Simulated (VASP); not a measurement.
# MoS2: equation of state with PBEsol

The system is MoS2, a slab with vacuum.

```
CELL_PARAMETERS angstrom
3.14092 0.00000 0.00000
-1.57046 2.72012 0.00000
0.00000 0.00000 17.37879
ATOMIC_POSITIONS crystal
Mo 0.00000 0.00000 0.00000
S 0.33333 0.66667 0.91034
S 0.33333 0.66667 0.08966
```

| Property | Result |
| --- | --- |
| Program | VASP 6.6.1 |
| Task | equation of state |
| Functional | PBEsol |
| Potentials or basis | VASP PAW PBE potentials, release 64 (Mo_sv, S) |
| Cutoff | 520 eV |
| k mesh | 8 × 8 × 2 |
| Occupations | gaussian, width 0.02 eV |
| Spin | no spin polarisation |

| Property | Result |
| --- | --- |
| Equilibrium volume | 49.50 Å³/atom |
| Bulk modulus at fixed shape and positions | 55 GPa |
| Pressure derivative of the bulk modulus | 4.4 (rough: it moves with the points fitted) |

Energy against volume, from the lowest point:
| volume (Å³/atom) | energy (meV/atom) |
| --- | --- |
| 47.513 | 14.73 |
| 48.503 | 3.58 |
| 49.493 | 0.00 |
| 50.483 | 3.23 |
| 51.473 | 12.56 |

All runs of the series together: 5.3 min on 1 thread of Intel(R) Xeon(R) Platinum 8259CL CPU @ 2.50GHz (Skylake/Cascade Lake) (shared host).

Caveat: the cell was scaled at fixed shape and fractional positions, which overstates the stiffness of a crystal with free parameters, most of all of layers and chains; the PAW data sets were made with another functional, which shifts forces and pressure a little.
